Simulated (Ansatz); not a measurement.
## Phonon spectrum of LiF

Theory: DFT PBE, scalar-relativistic, plane waves, PAW in Ansatz 0.2.0. Plane waves to 420 eV; Γ-centred k mesh 4×6×6; fixed occupations. No spin polarisation. Phonons by linear response, acoustic sum rule imposed.

Equilibrium structure at this level:
```yaml
crystal:
  lattice:
    - [5.59221, 0.00000, 0.00000]
    - [0.00000, 4.86611, 2.42240]
    - [0.00000, -4.86611, 2.42240]
  atoms:
    - { symbol: Li, position: [0.33913, 0.60168, 0.78901] }
    - { symbol: Li, position: [0.66087, 0.78901, 0.60168] }
    - { symbol: Li, position: [0.33913, 0.28901, 0.10168] }
    - { symbol: Li, position: [0.66087, 0.10168, 0.28901] }
    - { symbol: Li, position: [0.84251, 0.44512, 0.94512] }
    - { symbol: Li, position: [0.15749, 0.94512, 0.44512] }
    - { symbol: F, position: [0.67394, 0.71076, 0.89889] }
    - { symbol: F, position: [0.32606, 0.89889, 0.71076] }
    - { symbol: F, position: [0.67394, 0.39889, 0.21076] }
    - { symbol: F, position: [0.32606, 0.21076, 0.39889] }
    - { symbol: F, position: [0.16695, 0.55454, 0.05454] }
    - { symbol: F, position: [0.83305, 0.05454, 0.55454] }
```

The structure comes from a generated guess, relaxed at this level; another structure or a mixture of phases may lie lower. The q mesh is coarse, so values between its points are rough.

Force constants from linear response on a 1×2×2 q mesh.

Question: Is the structure dynamically stable on the q mesh?

Answer: Yes, on this mesh: no mode is imaginary.

Question: Give the frequencies (cm⁻¹) at the zone-boundary points of high symmetry (interpolated where a point lies off the q mesh).

Answer:
| point | q | frequencies |
| --- | --- | --- |
| Y | 0.000 -0.500 0.500 | 113 125 126 131 141 166 198 198 204 213 214 237 238 275 284 294 316 338 342 370 370 373 378 389 399 415 421 448 462 466 485 505 512 554 610 625 |
| F0 | 0.000 -0.688 0.312 | 106 114 115 125 134 143 166 175 177 184 235 249 250 256 282 292 305 332 346 348 365 370 406 414 415 415 427 453 473 485 498 505 561 579 592 603 |
| DELTA0 | 0.000 -0.312 -0.312 | 106 114 115 125 134 143 166 175 177 184 235 249 250 256 282 292 305 332 346 348 365 370 406 414 415 415 427 453 473 485 498 505 561 579 592 603 |
| Z | 0.500 0.000 0.000 | 75 85 89 114 135 175 183 187 224 229 232 254 275 288 292 302 306 343 346 358 375 376 378 391 422 447 448 451 452 461 468 477 514 553 587 598 |
| B0 | 0.500 -0.312 -0.312 | 104 120 122 122 154 164 165 173 175 183 212 231 239 260 276 286 308 326 330 354 362 366 406 416 419 421 437 451 453 482 519 530 552 576 588 602 |
| G0 | 0.500 -0.688 0.312 | 104 120 122 122 154 164 165 173 175 183 212 231 239 260 276 286 308 326 330 354 362 366 406 416 419 421 437 451 453 482 519 530 552 576 588 602 |
| T | 0.500 -0.500 0.500 | 87 127 133 155 165 180 185 196 202 211 223 229 245 246 289 309 310 318 323 335 369 379 385 395 410 416 447 451 461 463 479 482 547 576 602 603 |
| S | 0.000 -0.500 0.000 | 108 108 126 126 145 145 156 156 194 194 220 220 259 259 282 282 322 322 356 356 359 359 413 413 423 423 439 439 482 482 503 503 576 576 589 589 |
| R | 0.500 -0.500 0.000 | 109 109 142 142 157 157 169 169 181 181 195 195 258 258 261 261 320 320 353 353 368 368 415 415 422 422 452 452 463 463 523 523 572 572 589 589 |
